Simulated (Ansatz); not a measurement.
# Electron scattering at the Σ5 (310) boundary in bcc Mo with N (interstitial), part 2 of 2

How much does the Σ5 (310) boundary in bcc Mo with N (interstitial) reflect electrons?

Ansatz 0.2.0; Ansatz plane-wave DFT, PBE, PAW files; relaxation of a bicrystal slab with its lowest layers held; PAW set soft_1 (the session's first sound run).

So far. Step 2 (Relaxing the bicrystal): The largest force component on a free atom ends at 0.019 eV/Å, under the tolerance of 0.03, after 7 steps.

### Step 3. Transmission across the boundary

Bulk layers of each grain are laid under and over the relaxed boundary, and a lead is named in the middle of each, away from the free faces. The mesh across the current, 20×20, is finer than the density's, because channels open and close sharply across the zone. Energies from -0.1 to 0.1 eV in steps of 0.05 eV are too few for the program's thermal sum, so it prints no conductance; for a metal the transmission near the Fermi level serves, at a fraction of the cost.

This step: Ansatz plane-wave DFT, PBE, PAW files; ballistic transport by layer matching (Landauer), zero bias; boundary relaxed in a short slab, bulk layers laid on; PAW set soft_1 (Ansatz 0.2.0).

System of this step: Σ5 (310) boundary in bcc Mo with N (interstitial). The cell holds 45 atoms: 44 Mo and 1 N. Cell: a = 5.219 Å, b = 3.147 Å, c = 51.287 Å, α = 90.0°, β = 90.0°, γ = 72.5°. It derives from Mo. Regions: lower grain, 18 atoms (18 Mo); boundary, 13 atoms (12 Mo and 1 N); upper grain, 14 atoms (14 Mo). Vacuum lies along c.

input.yaml reads:

```yaml
crystal:
  lattice:
    - [5.2187091076, 0.0, 0.0]
    - [0.9488562014, 3.0005467684, 0.0]
    - [0.0, 0.0, 51.286733928]
  atoms:
    - { symbol: Mo, position: [-9.2000000002, -6.8999999999, 0.0779928783] }
    - { symbol: Mo, position: [-8.8000000002, -6.5999999999, 0.0973968977] }
    - { symbol: Mo, position: [-8.4000000001, -6.2999999999, 0.1168009171] }
    - { symbol: Mo, position: [-8.0000000001, -5.9999999999, 0.1362049365] }
    - { symbol: Mo, position: [-7.6000000001, -5.6999999999, 0.1556089559] }
    - { symbol: Mo, position: [-7.2000000001, -5.3999999999, 0.1750129753] }
    - { symbol: Mo, position: [-6.8000000001, -5.0999999999, 0.1944169947] }
    - { symbol: Mo, position: [-6.4000000001, -4.7999999999, 0.2138210141] }
    - { symbol: Mo, position: [-6.0000000001, -4.4999999999, 0.2332250335] }
    - { symbol: Mo, position: [-5.6000000001, -4.1999999999, 0.2526290529] }
    - { symbol: Mo, position: [-5.2000000001, -3.8999999999, 0.2720330723] }
    - { symbol: Mo, position: [-4.8000000001, -3.6, 0.2914370917] }
    - { symbol: Mo, position: [-4.4000000001, -3.3, 0.3108411111] }
    - { symbol: Mo, position: [-4.0, -3.0, 0.3302451304] }
    - { symbol: Mo, position: [-3.6, -2.7, 0.3496491498] }
    - { symbol: Mo, position: [-3.2, -2.4, 0.3690531692] }
    - { symbol: Mo, position: [-2.8, -2.1, 0.3884571886] }
    - { symbol: Mo, position: [-2.4, -1.8, 0.407861208] }
    - { symbol: Mo, position: [1.0, 0.5, 0.4272652274] }
    - { symbol: Mo, position: [0.3992375527, 0.8003812237, 0.4465887051] }
    - { symbol: Mo, position: [0.8002974661, 0.099851267, 0.4666073271] }
    - { symbol: Mo, position: [0.1894253362, 0.4052873319, 0.485839] }
    - { symbol: Mo, position: [0.5964193225, 0.7017903388, 0.504169336] }
    - { symbol: Mo, position: [0.0308129718, -0.0154064859, 0.5292583436] }
    - { symbol: "N", position: [0.3395679131, 0.3302160434, 0.5291242741] }
    - { symbol: Mo, position: [0.5901661929, 0.7049169035, 0.5537686876] }
    - { symbol: Mo, position: [0.1846333652, 0.4076833174, 0.5723145532] }
    - { symbol: Mo, position: [0.7948879183, 0.1025560409, 0.5916173597] }
    - { symbol: Mo, position: [0.3920599114, 0.8039700443, 0.6115711985] }
    - { symbol: Mo, position: [0.9943958861, 0.502802057, 0.6309775608] }
    - { symbol: Mo, position: [0.5959435978, 0.2020282011, 0.6503508502] }
    - { symbol: Mo, position: [-2.8040564022, -2.0979717989, 0.6697548696] }
    - { symbol: Mo, position: [-3.2040564022, -2.3979717989, 0.6891588889] }
    - { symbol: Mo, position: [-3.6040564022, -2.6979717989, 0.7085629083] }
    - { symbol: Mo, position: [-4.0040564022, -2.9979717989, 0.7279669277] }
    - { symbol: Mo, position: [-4.4040564022, -3.2979717989, 0.7473709471] }
    - { symbol: Mo, position: [-4.8040564023, -3.5979717989, 0.7667749665] }
    - { symbol: Mo, position: [-5.2040564023, -3.8979717989, 0.7861789859] }
    - { symbol: Mo, position: [-5.6040564023, -4.1979717988, 0.8055830053] }
    - { symbol: Mo, position: [-6.0040564023, -4.4979717988, 0.8249870247] }
    - { symbol: Mo, position: [-6.4040564023, -4.7979717988, 0.8443910441] }
    - { symbol: Mo, position: [-6.8040564023, -5.0979717988, 0.8637950635] }
    - { symbol: Mo, position: [-7.2040564023, -5.3979717988, 0.8831990829] }
    - { symbol: Mo, position: [-7.6040564023, -5.6979717988, 0.9026031023] }
    - { symbol: Mo, position: [-8.0040564023, -5.9979717988, 0.9220071217] }
kpoints:
  mp_grid: { grid: [8, 8, 1] }
hamiltonian:
  xc: pbe
  pseudopotentials: { kind: paw, azcp: { folder: soft_1 } }
scf:
  occupations: { method: fermi_dirac, width: 0.1 }
output:
  transmission:
    leads: [[10, 11], [36, 37]]
    kmesh: [20, 20]
    e_range: [-0.1, 0.1]
    de: 0.05
  write_potential: true
  write_density: true
  volumetric_format: npy
  elf: true
```

Started as:

```
$ ansatz run input.yaml --threads 4 --pin off --max-ram 15360MiB --backend cpu --events-out ev --progress --plain --runs-dir out
```

Numbers of over 12 decimals in the logs are rounded to 6 here.

The log of the run:

```text
[...]
Crystal: 45 atoms, lattice volume = 803.098 Å³
Basis set: ecut = 420 eV, 15783 PW (Γ)
Bands: 373, of which v1, the nominal top of the filled ones, is band 311 counted from 1 (310 counted from 0)
Symmetry: 2 space group operations
[...]
k-points: 21 of 64 (time reversal used)
[...]
SCF iter   1: F=—  HF=-218476.806682 eV  |F-HF|=—  |Δ(HF+E_count)|=         —  Δρ=1.04e-1  dr2=4.99e2  ethr=3.10e-3  ⟨swp⟩=6.0  Hψ=27450  notcnv=0
[...]
SCF iter  12: F=-218443.329109 eV  HF=-218443.329109 eV  |F-HF|=2.37e-8  |Δ(HF+E_count)|=   1.06e-7  Δρ=1.48e-6  dr2=5.71e-8  ethr=1.61e-11  ⟨swp⟩=14.7  Hψ=24821  notcnv=0
SCF 1 converged in 12 iterations: F = -218443.329109 eV  dr2 = 5.71e-8
[...]
transmission: 714 of 7104 steps passed
transmission: 1422 of 7104 steps passed
[...]
transmission: 7104 of 7104 steps passed
WARN: The output density's exchange-correlation potential varies sharply where the density is thin. Do not read a vacuum level from v_tot or v_xc, or from such a field of the output density. On a cell that repeats whose density bears no net charge and no dipole along the vacuum's axis use v_es (v_loc + v_h of the components); under efield.dipole_correction with no amplitude use v_es + v_field, which holds any externa [...]
SCF converged after 12 iterations
Free energy (F): -218443.329109 eV
[...]
Internal energy: -218442.205827 eV  (E = F + TS)
E sigma→0 (E₀):  -218442.767468 eV
Entropy (-TS):   -1.123282 eV (-24.962 meV/atom)
Fermi energy:    17.663555 eV
[...]
--- Band table (eV; the first three rows and the last of 21) ---
  k-point 0: bands = [... 307 lower, 17.4122, 17.4651, 17.4838, 17.5141, 17.5261, 17.5754, 17.5914, 17.6578, ... 58 higher]
  k-point 1: bands = [... 307 lower, 17.1921, 17.2234, 17.3192, 17.4123, 17.4305, 17.5118, 17.5829, 17.6340, ... 58 higher]
  k-point 2: bands = [... 307 lower, 16.9521, 17.0328, 17.0549, 17.2884, 17.3662, 17.6002, 17.6698, 17.8146, ... 58 higher]
  k-point 20: bands = [... 307 lower, 17.5787, 17.6144, 17.6546, 17.6652, 17.7456, 17.7538, 17.7781, 17.8529, ... 58 higher]
--- Transmission ---
  basis      : 141 plane waves across, 64 finite elements along
  points     : 111, standing for a mesh of 20 x 20
  energies   : 5 from -0.100000 to 0.100000 eV about the Fermi level, 0.050000 eV apart; the leads are filled to 0.000000 eV, and channels, transmission and decay are at 0.000000 eV
  crystal 0  : Mo2, at the sites [10, 11], period 1.9903 Å, over 19.90 Å; its Hamiltonian steps by up to 8.7 meV
    offset         : up to 0.0000 Å between an atom of the period and one for which it stands
    channels       : 2.495000e0 a spin
    conductance    : none, the energies end too early or step too widely for 300 K: set another output.transmission.e_range or a lower de, or, where they end at an eighth of basis.ecutwfc, a higher one
    slowest decay  : 0.0228 /Å at (0.4500, 0.3000)
[...]
channels       : 2.495000e0 a spin
[...]
slowest decay  : 0.0225 /Å at (0.4500, 0.3000)
  junction   : crystal 0 to crystal 1, 13.45 to 37.83 Å
    transmission   : 8.620866e-1 a spin
[...]
```

It took 18 min on 4 threads of Arm Neoverse V1, shared host; peak memory 9.3 GiB; 66 min of CPU time.

Reading the cycles: dr2 is the Hartree energy of the density residual (eV), the measure of convergence; HF is the Harris–Foulkes estimate of the energy, which meets the free energy F at convergence.

Numbers from this step:

* free energy: -218443.3291 eV
* energy at zero smearing: -218442.7675 eV
* Fermi energy: 17.66 eV
* cell area: 15.66 Å²
* transmission per spin nearest the Fermi level: 0.8621
* open channels per spin nearest the Fermi level: 2.495
* open channels per spin, upper lead: 2.495
* step of the lead's potential: 8.7 meV
* step of the upper lead's potential: 7.8 meV

Per spin. The transmission, zone mean by energy, zero at the Fermi level:

```
energy (eV)  transmission, zone mean
    -0.1000                    0.846
    -0.0500                    0.843
     0.0000                    0.862
     0.0500                    0.843
     0.1000                    0.890
```

Per spin. Table of open channels, zone mean, lead = upper lead by energy, zero at the Fermi level:

| energy (eV) | open channels, zone mean, lead = upper lead |
| --- | --- |
| -0.1000 | 2.52 |
| -0.0500 | 2.52 |
| 0.0000 | 2.50 |
| 0.0500 | 2.59 |
| 0.1000 | 2.67 |

Transmission over k1 and k2. At 0.0000 eV from the Fermi level.

Ten even steps from '0' (0.00) to '9' (4.28):
```
00010010001111111111
00000000001100000110
01000010000000000000
10000010001000001000
10000120000000000002
20002111212000212111
12211222223113222221
44444433433333433444
77744334566665433447
89744346868686434479
77443345666654334477
44443343333343344444
11222223113222221122
21112120002121112000
12000000000000210000
10001000001000100000
00000000000000100001
00110000011000000000
01111111111000100100
01111111110111111111
```
Columns: k1 (b1) from -0.5 to 0.45; rows upwards: k2 (b2) from -0.5 to 0.45.

Open channels over k1 and k2. At 0.0000 eV from the Fermi level.

Values, 12 rows by 16 columns, each cell a mean:
```
2.12 2.60 2.60 2.76 3.08 2.60 2.60 2.12 3.00 2.84 2.60 2.28 2.60 2.76 3.00 2.68
0.72 1.20 1.20 1.04 1.20 0.88 0.40 0.40 1.44 1.76 2.00 1.84 1.84 1.20 0.84 0.44
1.00 1.00 1.00 1.00 1.00 0.84 0.24 0.48 1.08 1.40 1.40 1.40 1.32 0.60 0.36 0.60
1.40 1.40 1.40 1.40 1.40 1.64 2.00 1.84 1.40 1.40 1.40 1.72 1.52 2.00 1.64 1.40
4.00 4.00 4.24 4.40 3.64 4.04 4.40 4.08 3.80 3.80 3.80 4.44 4.24 3.68 4.16 4.56
6.12 6.36 5.40 5.00 4.68 5.00 5.36 5.12 5.48 5.24 5.24 5.00 4.92 4.76 5.36 6.40
5.28 5.36 4.76 4.12 5.00 4.84 4.60 4.60 4.60 4.76 5.00 4.68 4.20 5.00 5.12 5.20
2.24 2.40 2.40 2.40 2.52 2.68 2.20 2.20 2.32 2.72 2.60 2.28 2.24 2.40 2.28 2.20
1.00 1.00 0.88 1.28 1.00 1.00 1.00 1.00 1.00 0.92 1.16 1.08 1.00 1.00 1.00 1.00
0.48 0.00 0.24 0.88 2.00 2.00 2.00 1.68 0.80 0.00 0.00 0.80 1.00 1.00 1.00 1.00
1.64 2.04 2.52 2.12 2.08 1.84 2.20 2.52 2.40 1.68 1.80 1.96 2.08 1.76 2.00 2.00
2.20 3.00 3.00 3.48 3.12 3.36 3.00 3.00 2.44 2.76 3.00 3.48 3.52 3.60 3.00 3.00
```
Columns: k1 (b1) from -0.5 to 0.45; rows upwards: k2 (b2) from -0.5 to 0.45.

Electrostatic potential energy in the ca plane at fractional y = 0.300, with atoms of Mo and N within 0.2 Å of it. With pseudopotentials it is smooth inside the atoms' cores, unlike the true potential.

Ten even steps from '0' (-43 eV) to '9' (19 eV), each cell a mean:
```
87889999644689988999999777999999889986346999
76689999887898655899999888999998656898778999
86789998999997312699999999999986214799999899
98899855689997312689999999999986213799986568
99998510269998645899999999999997546899962015
89998300058999888999999999999999888999840003
48998400169999999999999999999999999999951004
16999744589999999999999656999999999999985347
05999988999999998667897203898767899999998889
37999999999999996213698313896312699999999999
79999999998999983000589757984000489999999999
99999999866799984001589999985000489997668999
99999998522589997324799888997423799985236899
99999998511489999878999777999878999974125899
```
Columns run along c (16.0 Å, from fractional 0.36 to 0.67 of the cell; values clipped at the 3rd and 97th percentile), rows up along a (5.2 Å). Atoms in or near the plane, at fractional coordinates: N at (0.53, 0.34).

Valence density in the ca plane at fractional y = 0.300, with atoms of Mo and N within 0.2 Å of it. It is the smooth field of the valence electrons, not physical close to the nuclei.

Values in e/Å³, 8 rows by 16 columns, each cell a mean:
```
0.7 0.4 0.3 1.2 0.5 0.7 0.4 0.2 0.5 0.4 0.2 0.5 0.6 0.7 1.0 0.3
0.6 0.4 0.5 0.4 0.4 2.4 0.9 0.3 0.3 0.3 0.3 1.4 2.0 0.3 0.4 0.4
0.3 0.5 3.4 1.1 0.3 1.5 0.6 0.3 0.2 0.2 0.3 1.0 1.4 0.3 1.8 2.7
0.7 0.5 4.7 1.5 0.3 0.3 0.3 0.3 0.3 0.3 0.3 0.3 0.3 0.3 2.6 4.0
2.0 0.3 1.1 0.5 0.3 0.3 0.4 0.3 1.6 1.2 0.3 0.4 0.3 0.3 0.7 1.0
1.1 0.3 0.3 0.3 0.3 0.4 3.3 1.1 1.9 1.4 1.7 2.5 0.3 0.3 0.3 0.3
0.3 0.3 0.3 0.9 0.4 0.5 4.6 1.5 0.5 0.5 2.6 3.8 0.3 0.6 0.7 0.3
0.3 0.3 0.4 2.7 0.9 0.3 1.1 0.5 0.5 0.4 0.7 1.0 0.3 1.4 2.1 0.3
```
Columns run along c (16.0 Å, from fractional 0.36 to 0.67 of the cell), rows up along a (5.2 Å). Atoms in or near the plane, at fractional coordinates: N at (0.53, 0.34).

ELF in the ca plane at fractional y = 0.300, with atoms of Mo and N within 0.2 Å of it. It is the smooth field of the valence electrons, not physical close to the nuclei.

Ten even steps from '0' (0.13) to '9' (0.76), each cell a mean:
```
12223442355322222223431121134322222224653244
23212443222222344224432111234422443222222344
11112222223322677323322222233324776223222223
11122245413422687423212332212324886224324542
22332588731431454233100111001332464134138885
22431688941442210243100010001341012244159886
51220598842443332344212675212443223344248884
82131255313433442112127999722221344334313552
83144211024433431122039737930221134334420112
62244443334434424787119738811786324434433334
12321243211234316988406999504889613432112442
23310132134224315988402454205889513422321231
44321222478513423776211000113687324315874221
22222332588522432221231111132122234226875233
```
Columns run along c (16.0 Å, from fractional 0.36 to 0.67 of the cell), rows up along a (5.2 Å). Atoms in or near the plane, at fractional coordinates: N at (0.53, 0.34).

Over the solved energies the transmission per spin lies between 0.843 and 0.890, out of 2.56 channels of the lead on average (up to 2.67).

### Step 4. Specific resistance

This step: Ansatz plane-wave DFT, PBE, PAW files; ballistic transport by layer matching (Landauer), zero bias; specific resistance of the boundary; PAW set soft_1 (Ansatz 0.2.0).

Numbers from this step:

```
area resistance                      : 1.569 fΩ m²
T over the leads' mean channel count : 0.3350
```

Averaged over the energies near the Fermi level, 33.5 % of the channels pass, which makes 1.57 fΩ m².

By hand, with T and the leads' channels N averaged over the energies near the Fermi level: RA = A (h/2e²)(1/T − ½[1/N₁ + 1/N₂]) = 15.66×10⁻²⁰ m² × 12 906 Ω × (1/0.8567 − ½[1/2.557 + 1/2.557]) = 1.57 fΩ m².

### Step 5. Summary of results

```yaml
specific_resistance_of_the_boundary: 1.57 fΩ m²
share_of_channels_that_pass: 0.335
```

What this shows: The boundary has a specific resistance of 1.6 fΩ m². The boundary reflects 66 % of the channels; 1.6 fΩ m² is 16×10⁻¹² Ω·cm². That equals the resistance of 28 nm of bulk Mo at 300 K (measured 5.52 µΩ cm, CRC Handbook of Chemistry and Physics, 84th ed., 2003, Electrical Resistivity of Pure Metals). One N in 15.7 Å² of boundary is a high coverage. One starting structure was relaxed; another shift or atom count at the boundary may lie lower.

[Logs are printed without paths, hosts, clocks, repeated set-up lines and the standing remarks that a program may print on its own settings, such as how far it seeks lower states.]

[Hosts, paths, dates, database ids (printed as entryN), source tags and the programs' standing remarks are cut or masked in the printed files.]
